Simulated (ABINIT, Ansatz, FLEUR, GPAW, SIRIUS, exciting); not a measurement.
One calculation of Bi, 6 ways

```
Bi
1.0
    -2.05109    1.93226    1.96372
     2.00913   -1.95414    1.94364
     2.06996    1.97301   -1.98560
Bi
1
Direct
  0.98622 0.98269 0.98033
```

This isn't the form of Bi at room conditions, which is rhombohedral.

The given cell was strained at random by a few per cent at fixed volume.

Alike in all runs: task single point; functional PBEsol; k mesh 9 × 9 × 9; occupations fermi-dirac, width 0.05 eV; no spin polarisation; no spin-orbit coupling. Pressure is positive in compression and, in plane waves, holds the error of the finite cutoff.

| program and potentials | plane-wave cutoff (eV) | notes | pressure (GPa) | energy over the undisturbed cell (meV/atom) |
| --- | --- | --- | --- | --- |
| Ansatz, all-electron LAPW, scalar-relativistic | - | - | -1.92 | - |
| SIRIUS, PseudoDojo 0.4.1 PBEsol standard (scalar relativistic) | 915 | - | -1.88 | 5.79 |
| exciting, all-electron LAPW+lo, shipped species files, valence relativity iora* | - | - | - | 5.48 |
| ABINIT, PseudoDojo NC SR PBEsol v0.4.1 standard | 898 | - | -1.90 | 5.79 |
| GPAW, PAW data sets generated for this functional | 600 | - | -2.08 | 5.88 |
| FLEUR, all-electron, FLAPW | - | - | - | 5.87 |

The pressure spans -2.08 (GPAW, PAW data sets generated for this functional) to -1.88 GPa (SIRIUS, PseudoDojo 0.4.1 PBEsol standard (scalar relativistic)), with all-electron results at -1.92.

Differences between rows come from potentials, basis sets and numerical settings, since the functional is the same but for its coding. Runs on potential files found faulty are left out.
